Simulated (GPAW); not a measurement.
# A GW chain in GPAW: CaSe (Fm-3m)

Wanted: ground state, empty states, screening and self-energy for CaSe (Fm-3m).

Method: PBE and many-body steps on it, plane waves, in GPAW 26.7.0.

The database entry behind the starting cell differs from later determinations by our own check (0.1 to 0.3 % short, probably kX units), so it need not match the best structure at ambient conditions.

## (1) The structure

It takes space group Fm-3m (No. 225, cubic). The conventional cell has a = 5.912 Å, b = 5.912 Å, c = 5.912 Å, α = 90.00°, β = 90.00°, γ = 90.00°. Nearest to Ca lie 6 Se at 2.96 Å. Se has 6 Ca at 2.96 Å nearest. Farther neighbours and most contacts between anions are not listed.

The cell and positions come from the Crystallography Open Database and are kept as given unless a step says otherwise.

## (2) Ground state

This step: GPAW 26.7.0; DFT, PBE, plane waves, PAW.

The ground-state density comes first.

run.py

```python
import json
import numpy as np
from gpaw.mpi import world
from ase import Atoms
from gpaw import GPAW, PW, FermiDirac

atoms = Atoms(['Ca', 'Se'],
    cell=[[0.0000000000, 2.9560000000, 2.9560000000],
      [2.9560000000, 0.0000000000, 2.9560000000],
      [2.9560000000, 2.9560000000, 0.0000000000]],
    scaled_positions=[[0.0000000000, 0.0000000000, 0.0000000000],
      [0.5000000000, 0.5000000000, 0.5000000000]],
    pbc=(True, True, True))
calc = GPAW(mode=PW(450),
    xc='PBE',
    kpts={'size': (8, 8, 8), 'gamma': True},
    occupations=FermiDirac(0.001),
    nbands=-7,
    convergence={'density': 1e-6, 'bands': -3},
    maxiter=100,
    txt='gs.txt')
atoms.calc = calc
res = {'energy': atoms.get_potential_energy()}
kpts = calc.get_ibz_k_points()
res['kpts'] = kpts
res['eigenvalues'] = [calc.get_eigenvalues(kpt=k) for k in range(len(kpts))]
res['n_electrons'] = calc.get_number_of_electrons()
calc.write('gs.gpw')

if world.rank == 0:
    with open('result.json', 'w') as f:
        json.dump(res, f, default=lambda x: x.tolist())
```

Run with:

```sh
$ mpirun -n 4 gpaw python run.py
```

Numbers of over 12 decimals in the logs are rounded to 6 here.

Output:

```text
__  _  _
 | _ |_)|_||  |
 |__||  | ||/\| - 26.7.0

Input parameters:
  mode=PW(ecut=450.000000),
  convergence={'density': 1e-06, 'bands': -3},
  kpts=MonkhorstPack(size=(8, 8, 8), gamma=True),
  maxiter=100,
  nbands=-7,
  occupations=Occupations(name='fermi-dirac', width=0.001, fixmagmom=False),
  xc=XC(name='PBE')
  [... matrices ...]
Diagonalizing LCAO Hamiltonian
Converting LCAO to pw mode

                Se

       Ca

Atoms  # Å, Bohr magnetons
|   | symbol |        x |        y |        z |    initial magnetic moments |
| 0 |     Ca | 0.000000 | 0.000000 | 0.000000 | ( 0.0000,  0.0000,  0.0000) |
| 1 |     Se | 2.956000 | 2.956000 | 2.956000 | ( 0.0000,  0.0000,  0.0000) |

Unit cell  # Å
| periodic |        x |        y |        z |  lengths |    angles |
|      yes | 0.000000 | 2.956000 | 2.956000 | 4.180415 | 60.000000 |
|      yes | 2.956000 | 0.000000 | 2.956000 | 4.180415 | 60.000000 |
|      yes | 2.956000 | 2.956000 | 0.000000 | 4.180415 | 60.000000 |

Number of symmetries: 48
Symmetry operations  # r_c * U_cc + t_c -> r_c
|    | kind |            matrix            |
|  0 |  σ   |  1, 0, 0,  1, 0,-1,  1,-1, 0 |
|  1 |  C2  |  1, 0, 0,  1,-1, 0,  1, 0,-1 |
|  2 |  E   |  1, 0, 0,  0, 1, 0,  0, 0, 1 |
|  3 |  σ   |  1, 0, 0,  0, 0, 1,  0, 1, 0 |
|  4 |  C4  |  1, 0,-1,  1, 0, 0,  1,-1, 0 |
|  5 |  S6  |  1, 0,-1,  1,-1, 0,  1, 0, 0 |
|  6 |  σ   |  1, 0,-1,  0, 1,-1,  0, 0,-1 |
|  7 |  C3  |  1, 0,-1,  0, 0,-1,  0, 1,-1 |
|  8 |  S6  |  1,-1, 0,  1, 0, 0,  1, 0,-1 |
|  9 |  C4  |  1,-1, 0,  1, 0,-1,  1, 0, 0 |
| 10 |  C3  |  1,-1, 0,  0,-1, 1,  0,-1, 0 |
| 11 |  σ   |  1,-1, 0,  0,-1, 0,  0,-1, 1 |
| 12 |  σ   |  0, 1, 0,  1, 0, 0,  0, 0, 1 |
| 13 |  C4  |  0, 1, 0,  0, 1,-1, -1, 1, 0 |
| 14 |  C3  |  0, 1, 0,  0, 0, 1,  1, 0, 0 |
| 15 |  S6  |  0, 1, 0, -1, 1, 0,  0, 1,-1 |
| 16 |  C2  |  0, 1,-1,  1, 0,-1,  0, 0,-1 |
| 17 |  σ   |  0, 1,-1,  0, 1, 0, -1, 1, 0 |
| 18 |  S4  |  0, 1,-1,  0, 0,-1,  1, 0,-1 |
| 19 |  C4  |  0, 1,-1, -1, 1, 0,  0, 1, 0 |
| 20 |  C3  |  0, 0, 1,  1, 0, 0,  0, 1, 0 |
| 21 |  σ   |  0, 0, 1,  0, 1, 0,  1, 0, 0 |
| 22 |  S6  |  0, 0, 1,  0,-1, 1, -1, 0, 1 |
| 23 |  C4  |  0, 0, 1, -1, 0, 1,  0,-1, 1 |
| 24 |  S4  |  0, 0,-1,  1, 0,-1,  0, 1,-1 |
| 25 |  C3  |  0, 0,-1,  0, 1,-1,  1, 0,-1 |
| 26 |  C2  |  0, 0,-1,  0,-1, 0, -1, 0, 0 |
| 27 |  S6  |  0, 0,-1, -1, 0, 0,  0,-1, 0 |
| 28 |  S4  |  0,-1, 1,  1,-1, 0,  0,-1, 0 |
| 29 |  C4  |  0,-1, 1,  0, 0, 1, -1, 0, 1 |
| 30 |  C2  |  0,-1, 1,  0,-1, 0,  1,-1, 0 |
| 31 |  σ   |  0,-1, 1, -1, 0, 1,  0, 0, 1 |
| 32 |  C3  |  0,-1, 0,  1,-1, 0,  0,-1, 1 |
| 33 |  S6  |  0,-1, 0,  0, 0,-1, -1, 0, 0 |
| 34 |  S4  |  0,-1, 0,  0,-1, 1,  1,-1, 0 |
| 35 |  C2  |  0,-1, 0, -1, 0, 0,  0, 0,-1 |
| 36 |  C2  | -1, 1, 0,  0, 1, 0,  0, 1,-1 |
| 37 |  S6  | -1, 1, 0,  0, 1,-1,  0, 1, 0 |
| 38 |  S4  | -1, 1, 0, -1, 0, 1, -1, 0, 0 |
| 39 |  C3  | -1, 1, 0, -1, 0, 0, -1, 0, 1 |
| 40 |  S6  | -1, 0, 1,  0, 0, 1,  0,-1, 1 |
| 41 |  C2  | -1, 0, 1,  0,-1, 1,  0, 0, 1 |
| 42 |  C3  | -1, 0, 1, -1, 1, 0, -1, 0, 0 |
| 43 |  S4  | -1, 0, 1, -1, 0, 0, -1, 1, 0 |
| 44 |  C2  | -1, 0, 0,  0, 0,-1,  0,-1, 0 |
| 45 |  i   | -1, 0, 0,  0,-1, 0,  0, 0,-1 |
| 46 |  σ   | -1, 0, 0, -1, 1, 0, -1, 0, 1 |
| 47 |  C2  | -1, 0, 0, -1, 0, 1, -1, 1, 0 |

BZ-sampling:
  Number of BZ points: 512
  Number of IBZ points: 29

  Monkhorst-Pack size: [8, 8, 8]
  Monkhorst-Pack shift: [0.0625, 0.0625, 0.0625]

K-points  # in reciprocal-cell coordinates
|     |                                coordinates |     weight |
|   0 | (  0.00000000,   0.00000000,   0.00000000) | 0.00195312 |
|   1 | (  0.12500000,   0.12500000,   0.00000000) | 0.01171875 |
|   2 | (  0.12500000,   0.12500000,   0.12500000) | 0.01562500 |
|   3 | (  0.25000000,   0.12500000,   0.12500000) | 0.02343750 |
|   4 | (  0.25000000,   0.25000000,   0.00000000) | 0.01171875 |
|   5 | (  0.25000000,   0.25000000,   0.12500000) | 0.04687500 |
|   6 | (  0.25000000,   0.25000000,   0.25000000) | 0.01562500 |
|   7 | (  0.37500000,   0.25000000,  -0.37500000) | 0.04687500 |
|   8 | (  0.37500000,   0.25000000,   0.12500000) | 0.04687500 |
|   9 | (  0.37500000,   0.25000000,   0.25000000) | 0.04687500 |
| ... |                                            |            |
|  28 | (  0.50000000,   0.50000000,   0.50000000) | 0.00781250 |

Plane wave coefficients: 1139
Cutoff: 450.000000 eV

Spin-components: 1 (collinear spins)
Bands:           15
Projectors:      10
Spin-degeneracy: 2
Datatype:        complex128

  Storage: CPU
  Wave functions: 7_927_440 bytes (1_981_860 per core)
  Projectors: 11_098_416 bytes (2_774_604 per core)
  [... matrices ...]
Parallelization:
  kpt:    4
  domain: 1
  band:   1

Density:
  Valence electrons: 16.0
  Components: 1
  Grid points: [21 21 21]
  Charge: 0.0  # |e|

Potential:
  Grid points: [21 21 21]

species:
  Ca:
    name:    Calcium
    Z:       20.0
    valence: 10
    core:    10
    charge:  0.0  # [|e|]
    compensation charges:
      type: gauss
      rc: 0.37  # [Å]
      lmax: 2
    cutoffs:
      filter: 2.10  # [Å]
      core: 1.17  # [Å]
    projectors
    | kind |    occ | energy [eV] | rcut [Å] |
    |   3s |  2.000 |     -47.086 |    1.175 |
    |   4s |  2.000 |      -3.766 |    1.175 |
    |   3p |  6.000 |     -28.008 |    1.154 |
    |    p |        |      -0.797 |    1.154 |
    |    d |        |       0.000 |    0.937 |

    Using partial waves for Ca as LCAO basis

  Se:
    name:    Selenium
    Z:       34.0
    valence: 6
    core:    28
    charge:  0.0  # [|e|]
    compensation charges:
      type: gauss
      rc: 0.27  # [Å]
      lmax: 2
    cutoffs:
      filter: 1.77  # [Å]
      core: 2.67  # [Å]
    projectors
    | kind |    occ | energy [eV] | rcut [Å] |
    |   4s |  2.000 |     -17.277 |    0.847 |
    |   4p |  4.000 |      -6.512 |    1.005 |
    |    s |        |       9.935 |    0.847 |
    |    p |        |      20.699 |    1.005 |
    |    d |        |       0.000 |    0.847 |

    Using partial waves for Se as LCAO basis

Reference energy: -84614.401363  # eV

eigensolver:
  PPCG
  Converge bands: -3
  niter=2

density mixing:
  MSR1-Mixer
  Pratt-step length: 0.05
  Maximum mixing coefficient: 0.75
  Old densities: 10
  SVD Regularization: 0.005
  Good broyden scale: 1.0
  Trust region scale: 1.0
  Backstep threshold: 4.0
  History deletion threshold: 6.0
  Fourier metric: weight=20.0, sigma=0.015

occupation numbers:
  Fermi-Dirac:
    width: 0.0010  # eV

poisson solver:
  ecut: 3600.000000  # eV

xc functional:
  name: PBE with 2 nearest neighbor stencil

Initialization done in: 0.909 s

convergence criteria:
- Maximum integral of absolute [dens]ity change: 1e-06 electrons / valence electron
- Maximum [total energy] change in last 3 cyles: 0.0005 eV / valence electron
- Maximum integral of absolute [eigenst]ate change: 4e-08 eV^2 / valence electron
maximum number of iterations: 100

SCF iterations
|iter     |     time |      energy | eigst |  dens |
|iter:   1|  |   -9.537958 | +2.01 |       |
|iter:   2|  |   -9.581287 | +0.60 | -1.20 |
|iter:   3|  |   -9.554660 | -0.05 | -1.24 |
|iter:   4|  |   -9.557273 | -0.48 | -1.57 |
|iter:   5|  |   -9.554241c| -1.50 | -1.82 |
|iter:   6|  |   -9.554216c| -3.01 | -2.65 |
|iter:   7|  |   -9.554222c| -3.89 | -3.06 |
|iter:   8|  |   -9.554223c| -5.13 | -3.96 |
|iter:   9|  |   -9.554223c| -6.22 | -4.48 |
|iter:  10|  |   -9.554223c| -6.90 | -5.34 |
|iter:  11|  |   -9.554223c| -7.73c| -6.26c|

Converged in 11 steps
SCF loop duration: 3.082 s (0.280 s/step)
Energy contributions relative to reference atoms: (reference = -84614.401363)
  [... matrices ...]
Energy contributions:
  Kinetic:          13.455298
  Coulomb:         -10.941074
  Zero:             -0.610194
  External:          0.000000
  Xc:              -11.458253
  Entropy:          -0.000000
  Spinorbit:         0.000000
  ----------------------------
  Free energy:      -9.554223
  Extrapolated:     -9.554223

dipole moment: (-19.514905, -19.514905, -19.514905)  # |e|*Ang

Fermi level: 5.836
Eigenvalues  # (at kpt = [0.000, 0.000, 0.000])
| band index |      eig [eV] | occ [0-2] |
|          0 |       -35.245 |     2.000 |
|          1 |       -16.267 |     2.000 |
|          2 |       -16.267 |     2.000 |
|          3 |       -16.267 |     2.000 |
|          4 |        -7.287 |     2.000 |
|          5 |         4.499 |     2.000 |
|          6 |         4.499 |     2.000 |
|          7 |         4.499 |     2.000 |
|          8 |         7.864 |     0.000 |
|          9 |         8.215 |     0.000 |
|         10 |         8.215 |     0.000 |
|         11 |         8.215 |     0.000 |
|         12 |         8.772 |     0.000 |
|         13 |         8.772 |     0.000 |
|         14 |        14.214 |     0.000 |

Gap: 2.045 eV
Transition (v -> c):
  (s=0, k=0, n=7, [0.00, 0.00, 0.00]) -> (s=0, k=24, n=8, [0.50, 0.50, 0.00])
Direct/indirect transitions are different
Direct gap: 2.982 eV
Transition at: (s=0, k=24, n=7, [0.50, 0.50, 0.00])
# Writing to gs.gpw (mode='')
  [... matrices ...]
```

The job ended after 5.6 s (4 MPI ranks of Arm Neoverse V2, shared host; peak memory 0.6 GiB; 22 s of CPU time).

This step gave:

* total energy: -9.554 eV
* gap: 2.045 eV
* k of the valence top: 0, 0, 0
* k of the conduction bottom: 0.5, 0.5, 0
* least direct gap: 2.982 eV

The gap is indirect, with the least direct gap 0.94 eV higher.

## (3) Empty states on the mesh, 4×4×4 mesh, 173 bands

The sums over transitions need many empty states on a uniform mesh; this step solves for them.

run.py

```python
import json
import numpy as np
from gpaw.mpi import world
from gpaw import GPAW

calc = GPAW('gs.gpw').fixed_density(kpts={'size': (4, 4, 4), 'gamma': True},
    parallel={'domain': 1, 'band': 1},
    txt='nscf.txt')
calc.diagonalize_full_hamiltonian(nbands=173)
calc.write('full.gpw', mode='all')
res = {}
kpts = calc.get_ibz_k_points()
res['kpts'] = kpts
res['eigenvalues'] = [calc.get_eigenvalues(kpt=k) for k in range(len(kpts))]
res['n_electrons'] = calc.get_number_of_electrons()

if world.rank == 0:
    with open('result.json', 'w') as f:
        json.dump(res, f, default=lambda x: x.tolist())
```

Run with:

```sh
$ mpirun -n 4 gpaw python run.py
```

Output:

```text
Diagonalizing LCAO Hamiltonian
Converting LCAO to pw mode
convergence criteria:
- Maximum integral of absolute [eigenst]ate change: 4e-08 eV^2 / valence electron
maximum number of iterations: 100

SCF iterations
|iter     |     time |      energy | eigst |  dens |
|iter:   1|  |             | +2.02 |       |
|iter:   2|  |             | +0.76 |       |
|iter:   3|  |             | -0.02 |       |
[...]
|iter:   9|  |             | -5.91 |       |
|iter:  10|  |             | -7.03 |       |
|iter:  11|  |             | -7.60c|       |
SCF steps: 11
  __  _  _
 | _ |_)|_||  |
 |__||  | ||/\| - 26.7.0

Input parameters:
  mode=PW(ecut=450.000000),
  convergence={'density': 1e-06, 'bands': -3},
  gpts=array([21, 21, 21]),
  kpts=MonkhorstPack(size=(4, 4, 4), gamma=True),
  maxiter=100,
  nbands=15,
  occupations=Occupations(name='fermi-dirac', width=0.001, fixmagmom=False),
  parallel={'domain': 1, 'band': 1},
  xc=XC(name='PBE')
Matrix size: 1139x1139
# Writing to full.gpw (mode='all')
  [... matrices ...]

timing:  # [seconds]
  Total: 3.277  # ━━━━━━━━━━━━━━━━━━━━━━━━━━━━━━━━━━━━━━━━━━━━━━━━━━━━━━━━━━━
```

Wall time 6.4 s (4 MPI ranks); peak memory 0.99 GiB; 25 s of CPU time.

Numbers from this step:

* gap: 2.045 eV
* k of the valence top: 0, 0, 0
* k of the conduction bottom: 0.5, 0.5, 0
* least direct gap: 2.982 eV
* k points computed: 8
* lowest point of the top converged band, above the valence top: 115.6583 eV

On this mesh the gap is 2.045 eV.

## (4) Screening and self-energy, 4×4×4 mesh, 163 bands, screening to 125 eV

Now the one-shot GW correction: screening in the RPA, then the self-energy of the levels asked for.

This step: G0W0 on PBE, plane waves, PAW.

run.py

```python
import json
import numpy as np
from gpaw.mpi import world
from gpaw.response.g0w0 import G0W0

gw = G0W0('full.gpw',
    filename='gw',
    kpts=[0, 5],
    bands=(6, 10),
    ecut=125,
    nbands=163,
    integrate_gamma='WS',
    ppa=True)
gw.calculate()
res = {mode: {k: v for k, v in r.items() if k != 'sigma_eskwn'}
       for mode, r in gw.all_results.items()}

if world.rank == 0:
    with open('result.json', 'w') as f:
        json.dump(res, f, default=lambda x: x.tolist())
```

Run with:

```sh
$ mpirun -n 4 gpaw python run.py
```

Output:

```text
Using integrator: PointIntegrator
FrequencyGridDescriptor(from 0.000+0.000j to 0.000+27.211j eV, 2 points)
Nonperiodic BCs:  [False False False]
Using integrator: PointIntegrator
FrequencyGridDescriptor(from 0.000+0.000j to 0.000+27.211j eV, 2 points)
Nonperiodic BCs:  [False False False]
  ___  _ _ _
 |   || | | |
 | | || | | |
 |__ ||_____|
 |___|

BZ k-points: Symmetries present (total): 48

  [... matrices ...]
64 k-points: 4 x 4 x 4 Monkhorst-Pack grid + [1/8,1/8,1/8]
8 k-points in the irreducible part of the Brillouin zone
       k-points in crystal coordinates                weights
   0:     0.00000000    0.00000000    0.00000000          1/64
   1:     0.25000000    0.25000000    0.00000000          6/64
   2:     0.25000000    0.25000000    0.25000000          8/64
   3:     0.50000000    0.25000000   -0.25000000          6/64
   4:     0.50000000    0.25000000    0.25000000         12/64
   5:     0.50000000    0.50000000    0.00000000          3/64
   6:     0.50000000    0.50000000    0.25000000         24/64
   7:     0.50000000    0.50000000    0.50000000          4/64

Distributing spins, k-points and bands (1 x 2 x 4) over 4 processes
Number of blocks: 1

Quasi particle states:
k-points (IBZ indices): [0, 5]
Band range: (6, 10)
  [... matrices ...]
Computational parameters:
Plane wave cut-off: 125 eV
Number of bands: 163
Coulomb cutoff: None
Broadening: 0.1 eV

fxc modes: GW
Kernel: RPA
Using Godby-Needs plasmon-pole approximation:
  Fitting energy: i*E0, E0 = 1.000 Hartree
Summing all q:

Calculating screened Coulomb potential
No Coulomb truncation
FrequencyGridDescriptor(from 0.000+0.000j to 0.000+27.211j eV, 2 points)
Removing empty qpoint cache files...

Calculating chi0 body with:
    Ground state adapter containing:
    Number of spins: 1
    Number of kpoints: 64
    Number of irreducible kpoints: 8
    Number of completely occupied states: 8
    Number of partially occupied states: 8
    Occupied states memory: 1.130493 M / cpu

    Linear response parametrization:
    q_c: [0.0, 0.0, 0.0]
    Number of frequency points: 2
    Planewave cutoff: 125.0
    Number of bands: 163
    Number of planewaves: 169
    Broadening (eta): 1e-06
    comm.size: 4
    kncomm.size: 4
    blockcomm.size: 1

    Memory estimate of potentially large arrays:
        chi0_wGG: 0.871613 M / cpu
Integrating chi0 body.

Symmetries of q_c:
    Direct symmetries (Uq -> q): 48
    Indirect symmetries (TUq -> q): 0
In total 48 allowed symmetries.

  [... matrices ...]
8 groups of equivalent kpoints. 87.5% reduction.

Integral kind: response function
Integrating chi0 head and wings.

Symmetries of q_c:
    Direct symmetries (Uq -> q): 48
    Indirect symmetries (TUq -> q): 0
In total 48 allowed symmetries.

  [... matrices ...]
8 groups of equivalent kpoints. 87.5% reduction.

Integral kind: response function wings

Calculating chi0 body with:
    Ground state adapter containing:
    Number of spins: 1
    Number of kpoints: 64
    Number of irreducible kpoints: 8
    Number of completely occupied states: 8
    Number of partially occupied states: 8
    Occupied states memory: 1.130493 M / cpu

    Linear response parametrization:
[... the further q-points ...]

Results:
f:      Occupation numbers
eps:     KS-eigenvalues [eV]
vxc:     KS vxc [eV]
exx:     Exact exchange [eV]
sigma:   Self-energies [eV]
dsigma:  Self-energy derivatives
Z:       Renormalization factors
qp:      QP-energies [eV]

k-point 0 (0): (0.000, 0.000, 0.000)                GW
band       f     eps     vxc     exx   sigma  dsigma       Z      qp
                                                                   GW
   6   1.000   4.499 -14.903 -17.485   1.469  -0.253   0.798   3.611
   7   1.000   4.499 -14.903 -17.485   1.469  -0.253   0.798   3.611
   8   0.000   7.864 -11.212  -6.950  -3.817  -0.215   0.823   8.230
   9   0.000   8.215 -12.905  -6.768  -4.474  -0.237   0.808   9.559

k-point 1 (5): (0.500, 0.500, 0.000)                GW
band       f     eps     vxc     exx   sigma  dsigma       Z      qp
                                                                   GW
   6   1.000   3.563 -14.055 -17.073   1.733  -0.260   0.794   2.543
   7   1.000   3.563 -14.055 -17.073   1.733  -0.260   0.794   2.543
   8   0.000   6.544 -10.584  -5.796  -3.845  -0.223   0.818   7.315
   9   0.000   9.523 -16.151  -9.036  -4.667  -0.247   0.802  11.486
```

The job ended after 34 s (4 MPI ranks; peak memory 1.1 GiB).

This step gave:

- G0W0 gap on the points computed: 3.704 eV
- least direct G0W0 gap on the computed points: 4.619 eV
- Z at the valence top: 0.7981
- Z at the conduction bottom: 0.8177
- starting gap on the mesh: 2.045 eV
- k of the valence top: 0, 0, 0
- k of the conduction bottom: 0.5, 0.5, 0

The gap on the mesh goes from 2.05 eV to 3.70 eV, a correction of +1.66 eV.

Limits: finite bands, cutoff and mesh; no spin-orbit coupling; coarse k mesh. v1 is the top filled band, c1 the lowest empty one. Levels before and after the correction, in eV, zero at the valence-band top of each column:

```
           conduction bottom  valence top
Kohn-Sham               2.05         0.00
     G0W0               3.70         0.00
```

```
                       level  energy (eV)
Kohn-Sham            Γ v2-v1        0.000
Kohn-Sham               Γ c1        3.365
Kohn-Sham               Γ c2        3.715
Kohn-Sham  (0.5 0.5 0) v2-v1       -0.937
Kohn-Sham     (0.5 0.5 0) c1        2.045
Kohn-Sham     (0.5 0.5 0) c2        5.024
     G0W0            Γ v2-v1        0.000
     G0W0               Γ c1        4.619
     G0W0               Γ c2        5.947
     G0W0  (0.5 0.5 0) v2-v1       -1.068
     G0W0     (0.5 0.5 0) c1        3.704
     G0W0     (0.5 0.5 0) c2        7.875
```

## (5) Where the time went

Times are wall times on 4 MPI ranks of Arm Neoverse V2, shared host, good to a factor of about two.

```
                     step   time  share  memory (GiB)
             ground state  5.6 s   12 %           0.6
 empty states on the mesh  6.4 s   14 %          0.99
screening and self-energy   34 s   74 %           1.1
```

## (6) Outcome

```
PBE gap              : 2.05 eV, indirect
G0W0 gap on the mesh : 3.70 eV
GW settings          : 4×4×4 mesh, 163 bands, screening to 125 eV, Godby-Needs plasmon pole
known limits         : not at the basis limit; no spin-orbit coupling; coarse k mesh
```

What this shows: G0W0 moves the gap on the mesh from 2.05 eV to 3.70 eV (+1.66 eV), with Z of 0.80 and 0.82 at the edges. Only 2 of the mesh's irreducible points were corrected, so a valley elsewhere could overtake. The dearest step here is «screening and self-energy». Bands and cutoff are finite, so the gap is not at the basis limit. The miss can reach some tenths of an eV and take either sign; the mesh is an error of its own. These stock PAW sets were not made for GW; the filled d or f shell of Se lies in the frozen core, which bears on start and correction. In the G0W0 run levels were corrected at 2 k points alone, so a gap called «on the mesh» is the least over those, and an edge elsewhere would be missed. The 4×4×4 mesh is coarse for this cell, which bears on the long-range parts of exchange and screening. The many-body steps are scalar-relativistic: spin-orbit coupling is not in them.

[Paths, hosts, dates, memory and timing lines, banners, echoed tables and standing remarks are left out of the program output.]

[Logs are printed without paths, hosts, clocks, repeated set-up lines and the standing remarks that a program may print on its own settings, such as how far it seeks lower states.]

[Runs of the session that timed out or met a known fault of the program may be left out.]

[Hosts, paths, dates, database ids (printed as entryN), source tags and the programs' standing remarks are cut or masked in the printed files.]
